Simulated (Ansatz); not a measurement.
Geometry optimisation in Ansatz: input, command and trajectory.

```yaml
crystal:
  lattice:
    - [-3.305376105, 3.5435772848, 3.5435772848]
    - [3.305376105, -3.5435772848, 3.5435772848]
    - [3.305376105, 3.5435772848, -3.5435772848]
  atoms:
    - { symbol: Sn, position: [1.0, 0.25, 0.75] }
    - { symbol: Sn, position: [0.0, 0.75, 0.25] }
    - { symbol: Sn, position: [0.5, 0.5, 0.5] }
    - { symbol: Sn, position: [0.5, 0.0, 0.0] }
    - { symbol: O, position: [0.1916699449, 0.1916699449, 0.5] }
    - { symbol: O, position: [0.6916699449, 0.75, 0.9416699449] }
    - { symbol: O, position: [0.1916699449, 0.6916699449, 1.0] }
    - { symbol: O, position: [0.3083300551, 0.75, 0.5583300551] }
    - { symbol: O, position: [0.6916699449, 0.25, 0.4416699449] }
    - { symbol: O, position: [0.3083300551, 0.25, 0.0583300551] }
    - { symbol: O, position: [0.8083300551, 0.3083300551, 0.0] }
    - { symbol: O, position: [0.8083300551, 0.8083300551, 0.5] }
basis:
  ecutwfc: 420
kpoints:
  mp_grid: { grid: [6, 6, 6] }
hamiltonian:
  xc: pbe
scf:
  occupations: { method: gaussian, width: 0.02 }
output:
  forces: true
  stress: true
  eigenvalues: true
relax:
  adjacent_minimum: "off"
  f_tol: 0.01
  max_steps: 30
  cell: { stress_tol: 0.1, fix: [volume] }
```

```bash
ansatz run input.yaml --threads 2 --pin off --max-ram 5120MiB --backend cpu --events-out ev --progress --plain --runs-dir out
```

Computed with DFT PBE, scalar-relativistic, plane waves, PAW in Ansatz 0.2.0.

The volume is held at 1.1 times that of the relaxed cell.

Of 5 frames 4 are shown, positions in Å and forces in eV/Å; the SCF threshold varies from step to step. Steps run on the plane waves of an earlier cell, with a Pulay correction in the pressure. The basis is chosen afresh for the last frame, the zero of the energies, and at times for earlier ones too; energy and pressure step there, also at an unchanged geometry.

```xyz
12
Lattice="-3.3054 3.5436 3.5436 3.3054 -3.5436 3.5436 3.3054 3.5436 -3.5436" Properties=species:S:1:pos:R:3:forces:R:3 pbc="T T T" step=1 free_energy_over_end_meV_per_atom=1.48 pressure_GPa=-12.72
Sn    0.0000    5.3154    1.7718    0.0000    0.0000    0.0000
Sn    3.3054   -1.7718    1.7718    0.0000    0.0000    0.0000
Sn    1.6527    1.7718    1.7718    0.0000    0.0000    0.0000
Sn   -1.6527    1.7718    1.7718    0.0000    0.0000    0.0000
O     1.6527    1.7718   -0.4134    0.0000    0.0000   -0.1461
O     3.3054    3.1302    1.7718    0.0000   -0.1461    0.0000
O     4.9581    1.7718   -0.4134    0.0000    0.0000   -0.1461
O     3.3054    0.4134    1.7718    0.0000    0.1461    0.0000
O     0.0000    3.1302    1.7718    0.0000   -0.1461    0.0000
O     0.0000    0.4134    1.7718    0.0000    0.1461    0.0000
O    -1.6527    1.7718    3.9570    0.0000    0.0000    0.1461
O     1.6527    1.7718    3.9570    0.0000    0.0000    0.1461
12
Lattice="-3.2875 3.5532 3.5532 3.2875 -3.5532 3.5532 3.2875 3.5532 -3.5532" Properties=species:S:1:pos:R:3:forces:R:3 pbc="T T T" step=2 free_energy_over_end_meV_per_atom=0.66 pressure_GPa=-12.38
Sn    0.0000    5.3298    1.7766    0.0000    0.0000    0.0000
Sn    3.2875   -1.7766    1.7766    0.0000    0.0000    0.0000
Sn    1.6437    1.7766    1.7766    0.0000    0.0000    0.0000
Sn   -1.6437    1.7766    1.7766    0.0000    0.0000    0.0000
O     1.6437    1.7766   -0.4166    0.0000    0.0000   -0.1339
O     3.2875    3.1367    1.7766    0.0000   -0.1339    0.0000
O     4.9312    1.7766   -0.4166    0.0000    0.0000   -0.1339
O     3.2875    0.4166    1.7766    0.0000    0.1339    0.0000
O     0.0000    3.1367    1.7766    0.0000   -0.1339    0.0000
O     0.0000    0.4166    1.7766    0.0000    0.1339    0.0000
O    -1.6437    1.7766    3.9698    0.0000    0.0000    0.1339
O     1.6437    1.7766    3.9698    0.0000    0.0000    0.1339
12
Lattice="-3.2758 3.5596 3.5596 3.2758 -3.5596 3.5596 3.2758 3.5596 -3.5596" Properties=species:S:1:pos:R:3:forces:R:3 pbc="T T T" step=3 free_energy_over_end_meV_per_atom=0.19 pressure_GPa=-11.69
Sn    0.0000    5.3393    1.7798    0.0000    0.0000    0.0000
Sn    3.2758   -1.7798    1.7798    0.0000    0.0000    0.0000
Sn    1.6379    1.7798    1.7798    0.0000    0.0000    0.0000
Sn   -1.6379    1.7798    1.7798    0.0000    0.0000    0.0000
O     1.6379    1.7798   -0.4317    0.0000    0.0000    0.0638
O     3.2758    3.1278    1.7798    0.0000    0.0638    0.0000
O     4.9136    1.7798   -0.4317    0.0000    0.0000    0.0638
O     3.2758    0.4317    1.7798    0.0000   -0.0638    0.0000
O     0.0000    3.1278    1.7798    0.0000    0.0638    0.0000
O     0.0000    0.4317    1.7798    0.0000   -0.0638    0.0000
O    -1.6379    1.7798    3.9913    0.0000    0.0000   -0.0638
O     1.6379    1.7798    3.9913    0.0000    0.0000   -0.0638
12
Lattice="-3.2744 3.5603 3.5603 3.2744 -3.5603 3.5603 3.2744 3.5603 -3.5603" Properties=species:S:1:pos:R:3:forces:R:3 pbc="T T T" step=5 free_energy_over_end_meV_per_atom=0.00 pressure_GPa=-11.81
Sn    0.0000    5.3404    1.7801    0.0000    0.0000    0.0000
Sn    3.2744   -1.7801    1.7801    0.0000    0.0000    0.0000
Sn    1.6372    1.7801    1.7801    0.0000    0.0000    0.0000
Sn   -1.6372    1.7801    1.7801    0.0000    0.0000    0.0000
O     1.6372    1.7801   -0.4274    0.0000    0.0000   -0.0018
O     3.2744    3.1328    1.7801    0.0000   -0.0018    0.0000
O     4.9116    1.7801   -0.4274    0.0000    0.0000   -0.0018
O     3.2744    0.4274    1.7801    0.0000    0.0018    0.0000
O     0.0000    3.1328    1.7801    0.0000   -0.0018    0.0000
O     0.0000    0.4274    1.7801    0.0000    0.0018    0.0000
O    -1.6372    1.7801    3.9877    0.0000    0.0000    0.0018
O     1.6372    1.7801    3.9877    0.0000    0.0000    0.0018
```

Time: 50 s on 2 threads of Arm Neoverse V1 (shared host), peak memory 0.61 GiB.